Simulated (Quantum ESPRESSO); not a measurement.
# InP (F-43m) in Quantum ESPRESSO: further runs

The runs below take InP through band structure, single point, equation of state, with PBE, LDA, PBEsol.

Program: Quantum ESPRESSO 7.5. These are calculated values, not measurements. Logs are shortened: lines on timing, memory, paths and dates and some standing lists are left out, and cuts for length are marked.

**Experimental background.**

From a printed reference work, data compilation, for a bulk crystal of InP: band gap 1.4236 eV (direct) at 1.6 K; bulk modulus 71 GPa.

The results are compared with them further down.

### 1 The crystal as given

The structure is cubic, space group F-43m (No. 216). The conventional cell has a = 5.861 Å, b = 5.861 Å, c = 5.861 Å, α = 90.00°, β = 90.00°, γ = 90.00°. Around In (site symmetry -43m) lie 4 P at 2.54 Å. P (site symmetry -43m) is surrounded by 4 In at 2.54 Å.

### 2 Band structure, PBE, spin-orbit coupling, no magnetisation

File pw.in:

```
&CONTROL
  calculation = 'scf'
  prefix = 'pwscf'
  outdir = './tmp'
  pseudo_dir = './pseudo'
  tprnfor = .true.
  tstress = .true.
  disk_io = 'low'
/
&SYSTEM
  ibrav = 0
  nat = 2
  ntyp = 2
  ecutwfc = 70
  nbnd = 30
  occupations = 'smearing'
  smearing = 'fd'
  degauss = 0.00367493
  noncolin = .true.
  lspinorb = .true.
/
&ELECTRONS
  conv_thr = 4d-10
  electron_maxstep = 120
  mixing_beta = 0.5
/
ATOMIC_SPECIES
In   114.8180 In.upf
P     30.9738 P.upf
CELL_PARAMETERS angstrom
   0.0000000000    2.9305000000    2.9305000000
   2.9305000000    0.0000000000    2.9305000000
   2.9305000000    2.9305000000    0.0000000000
ATOMIC_POSITIONS angstrom
In     0.0000000000    0.0000000000    0.0000000000
P      4.3957500000    4.3957500000    4.3957500000
K_POINTS automatic
8 8 8 0 0 0
```

File bands.in:

```
&CONTROL
  calculation = 'bands'
  prefix = 'pwscf'
  outdir = './tmp'
  pseudo_dir = './pseudo'
  disk_io = 'low'
  verbosity = 'high'
/
&SYSTEM
  ibrav = 0
  nat = 2
  ntyp = 2
  ecutwfc = 70
  nbnd = 30
  occupations = 'smearing'
  smearing = 'fd'
  degauss = 0.00367493
  noncolin = .true.
  lspinorb = .true.
/
&ELECTRONS
  conv_thr = 1d-08
  electron_maxstep = 120
  mixing_beta = 0.5
  diago_full_acc = .true.
/
ATOMIC_SPECIES
In   114.8180 In.upf
P     30.9738 P.upf
CELL_PARAMETERS angstrom
   0.0000000000    2.9305000000    2.9305000000
   2.9305000000    0.0000000000    2.9305000000
   2.9305000000    2.9305000000    0.0000000000
ATOMIC_POSITIONS angstrom
In     0.0000000000    0.0000000000    0.0000000000
P      4.3957500000    4.3957500000    4.3957500000
K_POINTS crystal
60
 0.0000000000  0.0000000000  0.0000000000 1
 0.0625000000  0.0000000000  0.0625000000 1
 0.1250000000  0.0000000000  0.1250000000 1
 0.1875000000  0.0000000000  0.1875000000 1
 0.2500000000  0.0000000000  0.2500000000 1
 0.3125000000  0.0000000000  0.3125000000 1
 0.3750000000  0.0000000000  0.3750000000 1
 0.4375000000  0.0000000000  0.4375000000 1
 0.5000000000  0.0000000000  0.5000000000 1
 0.5000000000  0.0625000000  0.5625000000 1
 0.5000000000  0.1250000000  0.6250000000 1
 0.5000000000  0.1875000000  0.6875000000 1
 0.5000000000  0.2500000000  0.7500000000 1
 0.4375000000  0.3125000000  0.7500000000 1
 0.3750000000  0.3750000000  0.7500000000 1
 0.3375000000  0.3375000000  0.6750000000 1
 0.3000000000  0.3000000000  0.6000000000 1
 0.2625000000  0.2625000000  0.5250000000 1
 0.2250000000  0.2250000000  0.4500000000 1
 0.1875000000  0.1875000000  0.3750000000 1
 0.1500000000  0.1500000000  0.3000000000 1
 0.1125000000  0.1125000000  0.2250000000 1
 0.0750000000  0.0750000000  0.1500000000 1
 0.0375000000  0.0375000000  0.0750000000 1
 0.0000000000  0.0000000000  0.0000000000 1
 0.0625000000  0.0625000000  0.0625000000 1
 0.1250000000  0.1250000000  0.1250000000 1
 0.1875000000  0.1875000000  0.1875000000 1
 0.2500000000  0.2500000000  0.2500000000 1
 0.3125000000  0.3125000000  0.3125000000 1
 0.3750000000  0.3750000000  0.3750000000 1
 0.4375000000  0.4375000000  0.4375000000 1
 0.5000000000  0.5000000000  0.5000000000 1
 0.5250000000  0.4500000000  0.5250000000 1
 0.5500000000  0.4000000000  0.5500000000 1
 0.5750000000  0.3500000000  0.5750000000 1
 0.6000000000  0.3000000000  0.6000000000 1
 0.6250000000  0.2500000000  0.6250000000 1
 0.5833333333  0.2500000000  0.6666666667 1
 0.5416666667  0.2500000000  0.7083333333 1
 0.5000000000  0.2500000000  0.7500000000 1
 0.5000000000  0.2857142857  0.7142857143 1
 0.5000000000  0.3214285714  0.6785714286 1
 0.5000000000  0.3571428571  0.6428571429 1
 0.5000000000  0.3928571429  0.6071428571 1
 0.5000000000  0.4285714286  0.5714285714 1
 0.5000000000  0.4642857143  0.5357142857 1
 0.5000000000  0.5000000000  0.5000000000 1
 0.4821428571  0.4821428571  0.5357142857 1
 0.4642857143  0.4642857143  0.5714285714 1
 0.4464285714  0.4464285714  0.6071428571 1
 0.4285714286  0.4285714286  0.6428571429 1
 0.4107142857  0.4107142857  0.6785714286 1
 0.3928571429  0.3928571429  0.7142857143 1
 0.3750000000  0.3750000000  0.7500000000 1
 0.6250000000  0.2500000000  0.6250000000 1
 0.5937500000  0.1875000000  0.5937500000 1
 0.5625000000  0.1250000000  0.5625000000 1
 0.5312500000  0.0625000000  0.5312500000 1
 0.5000000000  0.0000000000  0.5000000000 1
```

Potentials or basis: PseudoDojo 0.4 FR PBE standard.

Command:

```
$ OMP_NUM_THREADS=1 pw.x -in pw.in > pw.out
$ OMP_NUM_THREADS=1 pw.x -in bands.in > bands.out
```

pw.out:

```text
This program is part of the open-source Quantum ESPRESSO suite
     for quantum simulation of materials; please cite
[... 9 lines left out ...]
     --------------------
     sticks:   dense  smooth     PW     G-vecs:    dense   smooth      PW
     Sum        1177    1177    349                26813    26813    4285

     Using Slab Decomposition

     bravais-lattice index     =            0
     lattice parameter (alat)  =       7.8317  a.u.
     unit-cell volume          =     339.6658 (a.u.)^3
     number of atoms/cell      =            2
     number of atomic types    =            2
     number of electrons       =        18.00
     number of Kohn-Sham states=           30
     kinetic-energy cutoff     =      70.0000  Ry
     charge density cutoff     =     280.0000  Ry
     scf convergence threshold =      4.0E-10
     mixing beta               =       0.5000
     number of iterations used =            8  plain     mixing
     Exchange-correlation= PBE
                           (   1   4   3   4   0   0   0)
     Non magnetic calculation with spin-orbit

     celldm(1)=   7.831692  celldm(2)=   0.000000  celldm(3)=   0.000000
     celldm(4)=   0.000000  celldm(5)=   0.000000  celldm(6)=   0.000000

     crystal axes: (cart. coord. in units of alat)
               a(1) = (   0.000000   0.707107   0.707107 )
               a(2) = (   0.707107   0.000000   0.707107 )
               a(3) = (   0.707107   0.707107   0.000000 )

     reciprocal axes: (cart. coord. in units 2 pi/alat)
               b(1) = ( -0.707107  0.707107  0.707107 )
               b(2) = (  0.707107 -0.707107  0.707107 )
               b(3) = (  0.707107  0.707107 -0.707107 )

     PseudoPot. # 1 for In read from file:
     In.upf
     Pseudo is Norm-conserving + core correction, Zval = 13.0
     Generated using ONCVPSP code by D. R. Hamann
     Using radial grid of 1986 points, 10 beta functions with:
                l(1) =   0
                l(2) =   0
                l(3) =   1
                l(4) =   1
                l(5) =   1
                l(6) =   1
                l(7) =   2
                l(8) =   2
                l(9) =   2
               l(10) =   2

     PseudoPot. # 2 for P  read from file:
     P.upf
     Pseudo is Norm-conserving + core correction, Zval =  5.0
     Generated using ONCVPSP code by D. R. Hamann
     Using radial grid of 1298 points, 10 beta functions with:
                l(1) =   0
                l(2) =   0
                l(3) =   1
                l(4) =   1
                l(5) =   1
                l(6) =   1
                l(7) =   2
                l(8) =   2
                l(9) =   2
               l(10) =   2

     atomic species   valence    mass     pseudopotential
     In               13.00   114.81800     In( 1.00)
     P                 5.00    30.97380     P ( 1.00)

     24 Sym. Ops. (no inversion) found

   Cartesian axes

     site n.     atom                  positions (alat units)
         1        In     tau(   1) = (   0.0000000   0.0000000   0.0000000  )
         2        P      tau(   2) = (   1.0606602   1.0606602   1.0606602  )

     number of k points=    29  Fermi-Dirac smearing, width (Ry)=  0.0037
                       cart. coord. in units 2pi/alat
        k(    1) = (   0.0000000   0.0000000   0.0000000), wk =   0.0019531
        k(    2) = (   0.0883883   0.0883883  -0.0883883), wk =   0.0156250
        k(    3) = (   0.1767767   0.1767767  -0.1767767), wk =   0.0156250
        k(    4) = (   0.2651650   0.2651650  -0.2651650), wk =   0.0156250
        k(    5) = (  -0.3535534  -0.3535534   0.3535534), wk =   0.0078125
        k(    6) = (   0.1767767   0.0000000   0.0000000), wk =   0.0117188
[... 21 lines left out ...]
        k(   28) = (  -0.7071068   0.1767767  -0.0000000), wk =   0.0234375
        k(   29) = (  -0.7071068   0.3535534   0.0000000), wk =   0.0117188

     Dense  grid:    26813 G-vectors     FFT dimensions: (  45,  45,  45)

     Initial potential from superposition of free atoms

     starting charge      17.9959, renormalised to      18.0000
     Starting wfcs are   26 randomized atomic wfcs +    4 random wfcs

     Self-consistent Calculation

     iteration #  1     ecut=    70.00 Ry     beta= 0.50
     Davidson diagonalization with overlap
     ethr =  1.00E-02,  avg # of iterations =  4.7

     Threshold (ethr) on eigenvalues was too large:
     Diagonalizing with lowered threshold

     Davidson diagonalization with overlap
     ethr =  5.95E-04,  avg # of iterations =  1.7

     total energy              =    -146.70123192 Ry
     estimated scf accuracy    <       0.10476772 Ry

     iteration #  2     ecut=    70.00 Ry     beta= 0.50
     Davidson diagonalization with overlap
     ethr =  5.82E-04,  avg # of iterations =  2.6

     total energy              =    -146.72378502 Ry
     estimated scf accuracy    <       0.00677859 Ry

     iteration #  3     ecut=    70.00 Ry     beta= 0.50
     Davidson diagonalization with overlap
     ethr =  3.77E-05,  avg # of iterations =  7.3

     total energy              =    -146.72435879 Ry
     estimated scf accuracy    <       0.00131609 Ry

     iteration #  4     ecut=    70.00 Ry     beta= 0.50
     Davidson diagonalization with overlap
     c_bands:  1 eigenvalues not converged
     ethr =  7.31E-06,  avg # of iterations =  3.3

     total energy              =    -146.72441078 Ry
     estimated scf accuracy    <       0.00002503 Ry

     iteration #  5     ecut=    70.00 Ry     beta= 0.50
     Davidson diagonalization with overlap
     ethr =  1.39E-07,  avg # of iterations =  4.8

     total energy              =    -146.72442407 Ry
     estimated scf accuracy    <       0.00000125 Ry

     iteration #  6     ecut=    70.00 Ry     beta= 0.50
     Davidson diagonalization with overlap
     ethr =  6.96E-09,  avg # of iterations =  3.0

     total energy              =    -146.72442456 Ry
     estimated scf accuracy    <       0.00000013 Ry
[... 5 lines left out ...]
     total energy              =    -146.72442461 Ry
     estimated scf accuracy    <          7.7E-09 Ry

     iteration #  8     ecut=    70.00 Ry     beta= 0.50
     Davidson diagonalization with overlap
     ethr =  4.25E-11,  avg # of iterations =  3.7

     total energy              =    -146.72442461 Ry
     estimated scf accuracy    <          1.2E-09 Ry

     iteration #  9     ecut=    70.00 Ry     beta= 0.50
     Davidson diagonalization with overlap
     ethr =  6.59E-12,  avg # of iterations =  2.4

     End of self-consistent calculation

          k = 0.0000 0.0000 0.0000 (  3383 PWs)   bands (ev):

    -7.5341  -7.5341  -7.5341  -7.5341  -6.7500  -6.7500  -6.6485  -6.6485
    -6.6485  -6.6485  -4.3731  -4.3731   7.0766   7.0766   7.1755   7.1755
     7.1755   7.1755   7.8597   7.8597  10.9268  10.9268  11.3832  11.3832
    11.3832  11.3832  15.7384  15.7384  16.5610  16.5610

          k = 0.0884 0.0884-0.0884 (  3374 PWs)   bands (ev):

    -7.5365  -7.5365  -7.5358  -7.5288  -6.7520  -6.7520  -6.6562  -6.6562
    -6.6469  -6.6381  -4.1946  -4.1946   5.6027   5.6027   6.9178   6.9178
     6.9897   7.0008   8.8012   8.8012  11.2078  11.2078  11.5455  11.5455
    11.6532  11.6559  15.9195  15.9423  15.9423  15.9634

          k = 0.1768 0.1768-0.1768 (  3371 PWs)   bands (ev):

    -7.5434  -7.5434  -7.5333  -7.5234  -6.7550  -6.7550  -6.6724  -6.6724
    -6.6335  -6.6211  -3.6967  -3.6967   3.7020   3.7020   6.5368   6.5368
     6.6266   6.6405   8.9406   8.9406  11.7914  11.7914  12.0528  12.0595
    12.4923  12.4923  15.7108  15.7193  15.7193  15.7600
[... 108 lines left out ...]
    -7.6050  -7.5700  -7.4954  -7.4861  -6.8127  -6.7459  -6.6485  -6.6371
    -6.6220  -6.6028  -2.1381  -2.1370   1.6301   1.6319   4.4349   4.5145
     4.9790   4.9889   9.2307   9.2463  10.0783  10.1054  14.9560  15.0106
    15.5048  15.5162  16.7018  16.7919  18.0319  18.0406

          k = 0.0000-0.5303 0.5303 (  3352 PWs)   bands (ev):

    -7.6126  -7.5576  -7.4985  -7.4791  -6.8369  -6.7219  -6.6517  -6.6466
    -6.6254  -6.6042  -2.0122  -2.0119   1.5369   1.5476   3.7906   3.8824
     5.2008   5.2102   9.5025   9.5100  11.5308  11.5504  14.5865  14.6301
    14.7282  14.7332  15.3087  15.5091  17.0139  17.0405

          k =-0.7071 0.0000 0.0000 (  3338 PWs)   bands (ev):

    -7.5919  -7.5919  -7.4897  -7.4897  -6.7796  -6.7796  -6.6433  -6.6433
    -6.6043  -6.6043  -2.0012  -2.0012   1.3981   1.3981   4.7724   4.7724
     4.8711   4.8711   8.9086   8.9086   9.4140   9.4140  16.3788  16.3788
    16.5785  16.5785  16.8497  16.8498  17.9463  17.9464

          k = 0.3536 0.1768 0.0000 (  3369 PWs)   bands (ev):

    -7.5758  -7.5484  -7.5150  -7.5054  -6.7949  -6.7342  -6.6682  -6.6563
    -6.6262  -6.6260  -3.2880  -3.2794   3.2406   3.2668   5.1150   5.2061
     6.0377   6.1180  10.3302  10.3532  10.6114  10.7510  12.3471  12.4382
    13.2661  13.3934  14.9590  14.9889  17.3107  17.3465

          k =-0.2652-0.4419 0.6187 (  3361 PWs)   bands (ev):

    -7.5942  -7.5487  -7.5093  -7.4944  -6.8190  -6.7147  -6.6793  -6.6592
    -6.6170  -6.6142  -2.6789  -2.6704   2.1522   2.1574   4.5509   4.6389
     5.6557   5.7352  10.3376  10.3652  11.3198  11.3859  12.3835  12.5018
    13.7729  13.9212  15.7527  15.8228  17.9132  18.0626
[... 17 lines left out ...]
    -7.6139  -7.5520  -7.4981  -7.4815  -6.8431  -6.7088  -6.6616  -6.6486
    -6.6215  -6.6081  -2.0726  -2.0717   1.6188   1.6273   3.9764   4.0717
     4.8491   4.9297  10.3020  10.3478  11.5510  11.5584  12.9107  13.0794
    14.5822  14.7050  15.8987  16.0820  18.2270  18.3185

          k = 0.0000-0.3536 0.5303 (  3344 PWs)   bands (ev):

    -7.6106  -7.5494  -7.5013  -7.4817  -6.8431  -6.6963  -6.6797  -6.6523
    -6.6152  -6.6134  -2.1998  -2.1962   1.7578   1.7652   3.8575   3.9477
     5.1571   5.2350  10.6020  10.6349  11.9429  11.9544  12.3875  12.5294
    14.6966  14.7799  15.2269  15.4429  17.0478  17.1003

          k =-0.7071 0.1768-0.0000 (  3350 PWs)   bands (ev):

    -7.6132  -7.5628  -7.4937  -7.4833  -6.8300  -6.7302  -6.6496  -6.6320
    -6.6298  -6.6019  -1.9628  -1.9617   1.4656   1.4732   4.3975   4.4847
     4.5368   4.5573   9.7992   9.8648  10.2484  10.2551  14.7081  14.8373
    14.9204  14.9249  17.1468  17.1875  18.2798  18.3399

          k =-0.7071 0.3536 0.0000 (  3380 PWs)   bands (ev):

    -7.6199  -7.5488  -7.4934  -7.4804  -6.8550  -6.6901  -6.6707  -6.6465
    -6.6165  -6.6139  -1.9236  -1.9212   1.5440   1.5556   4.1074   4.1914
     4.2453   4.2989  11.4402  11.4435  11.5171  11.5450  12.5840  12.8241
    13.3412  13.3832  17.2920  17.3301  18.3466  18.4695

     the Fermi energy is     7.5401 ev

!    total energy              =    -146.72442461 Ry
     estimated scf accuracy    <          1.8E-10 Ry
     smearing contrib. (-TS)   =      -0.00000039 Ry
     internal energy E=F+TS    =    -146.72442421 Ry

     The total energy is F=E-TS. E is the sum of the following terms:
     one-electron contribution =     -49.60748968 Ry
     hartree contribution      =      36.79916531 Ry
     xc contribution           =     -44.19569565 Ry
     ewald contribution        =     -89.72040420 Ry

     convergence has been achieved in   9 iterations

     Forces acting on atoms (cartesian axes, Ry/au):

     atom    1 type  1   force =    -0.00000000   -0.00000000   -0.00000000
     atom    2 type  2   force =     0.00000000    0.00000000    0.00000000

     Total force =     0.000000     Total SCF correction =     0.000000

     Computing stress (Cartesian axis) and pressure

          total   stress  (Ry/bohr**3)                   (kbar)     P=       33.88
   0.00023030   0.00000000   0.00000000           33.88        0.00        0.00
   0.00000000   0.00023030   0.00000000            0.00       33.88        0.00
   0.00000000   0.00000000   0.00023030            0.00        0.00       33.88

=------------------------------------------------------------------------------=
   JOB DONE.
=------------------------------------------------------------------------------=
```

Run time: 7.3 min. Hardware: 1 thread of Intel Xeon Platinum 8259CL at 2.50GHz (Skylake/Cascade Lake), shared host; peak memory 0.24 GiB.

Results:

```
Free energy             : -1996.2875 eV
Pressure                : 3.4 GPa
Band gap on the k mesh  : 0.68 eV, direct
Band gap along the path : 0.68 eV, direct
```

Levels at the corners of the path, in eV from the valence-band top:
| point | band 16 | band 17 | band 18 | band 19 | band 20 | band 21 |
| --- | --- | --- | --- | --- | --- | --- |
| Γ | 0.00 | 0.00 | 0.00 | 0.68 | 0.68 | 3.75 |
| X | -2.40 | -2.30 | -2.30 | 1.73 | 1.73 | 2.24 |
| W | -2.98 | -2.93 | -2.88 | 4.26 | 4.27 | 4.34 |
| K | -3.29 | -1.97 | -1.97 | 2.33 | 2.33 | 4.36 |
| Γ | 0.00 | 0.00 | 0.00 | 0.68 | 0.68 | 3.75 |
| L | -1.06 | -0.95 | -0.95 | 1.47 | 1.47 | 4.69 |
| U | -3.29 | -1.97 | -1.97 | 2.33 | 2.33 | 4.36 |
| W | -2.98 | -2.93 | -2.88 | 4.26 | 4.27 | 4.34 |
| L | -1.06 | -0.95 | -0.95 | 1.47 | 1.47 | 4.69 |
| K | -3.29 | -1.97 | -1.97 | 2.33 | 2.33 | 4.36 |
| U | -3.29 | -1.97 | -1.97 | 2.33 | 2.33 | 4.36 |
| X | -2.40 | -2.30 | -2.30 | 1.73 | 1.73 | 2.24 |

### 3 Band structure, LDA

Edit pw.in of step 2 so:

```diff
@@ -14,3 +14,3 @@
   ecutwfc = 70
-  nbnd = 30
+  nbnd = 15
   occupations = 'smearing'
@@ -18,4 +18,2 @@
   degauss = 0.00367493
-  noncolin = .true.
-  lspinorb = .true.
 /
```

File pp_density.in:

```
&INPUTPP
  prefix = 'pwscf'
  outdir = './tmp'
  filplot = 'density.dat'
  plot_num = 0
/
&PLOT
  nfile = 1
  filepp(1) = 'density.dat'
  iflag = 3
  output_format = 6
  fileout = 'density.cube'
/
```

File pp_potential.in:

```
&INPUTPP
  prefix = 'pwscf'
  outdir = './tmp'
  filplot = 'potential.dat'
  plot_num = 11
/
&PLOT
  nfile = 1
  filepp(1) = 'potential.dat'
  iflag = 3
  output_format = 6
  fileout = 'potential.cube'
/
```

File pp_elf.in:

```
&INPUTPP
  prefix = 'pwscf'
  outdir = './tmp'
  filplot = 'elf.dat'
  plot_num = 8
/
&PLOT
  nfile = 1
  filepp(1) = 'elf.dat'
  iflag = 3
  output_format = 6
  fileout = 'elf.cube'
/
```

Edit bands.in of step 2 so:

```diff
@@ -13,3 +13,3 @@
   ecutwfc = 70
-  nbnd = 30
+  nbnd = 15
   occupations = 'smearing'
@@ -17,4 +17,2 @@
   degauss = 0.00367493
-  noncolin = .true.
-  lspinorb = .true.
 /
```

Potentials or basis: PseudoDojo 0.4.1 SR LDA standard.

Command:

```
$ OMP_NUM_THREADS=1 pw.x -in pw.in > pw.out
$ OMP_NUM_THREADS=1 pp.x -in pp_density.in > pp_density.out
$ OMP_NUM_THREADS=1 pp.x -in pp_potential.in > pp_potential.out
$ OMP_NUM_THREADS=1 pp.x -in pp_elf.in > pp_elf.out
$ OMP_NUM_THREADS=1 pw.x -in bands.in > bands.out
```

It took 1.7 min on 1 thread of Intel Xeon Platinum 8259CL at 2.50GHz (Skylake/Cascade Lake), shared host; peak memory 0.1 GiB.

It converged, with:

| Quantity | Value |
| --- | --- |
| Free energy | -1992.3953 eV |
| Pressure | -1.3 GPa |
| Band gap on the k mesh | 0.49 eV, direct |
| Band gap along the path | 0.49 eV, direct |

Levels at the corners of the path, in eV from the valence-band top:
| point | band 6 | band 7 | band 8 | band 9 | band 10 | band 11 | band 12 | band 13 |
| --- | --- | --- | --- | --- | --- | --- | --- | --- |
| Γ | -11.56 | 0.00 | 0.00 | 0.00 | 0.49 | 3.97 | 3.97 | 3.97 |
| X | -9.14 | -5.88 | -2.36 | -2.36 | 1.61 | 2.12 | 9.01 | 9.41 |
| W | -9.06 | -5.73 | -3.00 | -2.97 | 4.19 | 4.27 | 5.41 | 6.05 |
| K | -9.15 | -5.73 | -3.37 | -1.97 | 2.21 | 4.28 | 7.38 | 7.42 |
| Γ | -11.56 | 0.00 | 0.00 | 0.00 | 0.49 | 3.97 | 3.97 | 3.97 |
| L | -9.81 | -5.84 | -0.99 | -0.99 | 1.31 | 4.70 | 4.70 | 6.92 |
| U | -9.15 | -5.73 | -3.37 | -1.97 | 2.21 | 4.28 | 7.38 | 7.42 |
| W | -9.06 | -5.73 | -3.00 | -2.97 | 4.19 | 4.27 | 5.41 | 6.05 |
| L | -9.81 | -5.84 | -0.99 | -0.99 | 1.31 | 4.70 | 4.70 | 6.92 |
| K | -9.15 | -5.73 | -3.37 | -1.97 | 2.21 | 4.28 | 7.38 | 7.42 |
| U | -9.15 | -5.73 | -3.37 | -1.97 | 2.21 | 4.28 | 7.38 | 7.42 |
| X | -9.14 | -5.88 | -2.36 | -2.36 | 1.61 | 2.12 | 9.01 | 9.41 |

Caveat: spin-orbit coupling is left out, which moves the levels of the heavy elements.

(Part 1 of 2 ends here.)
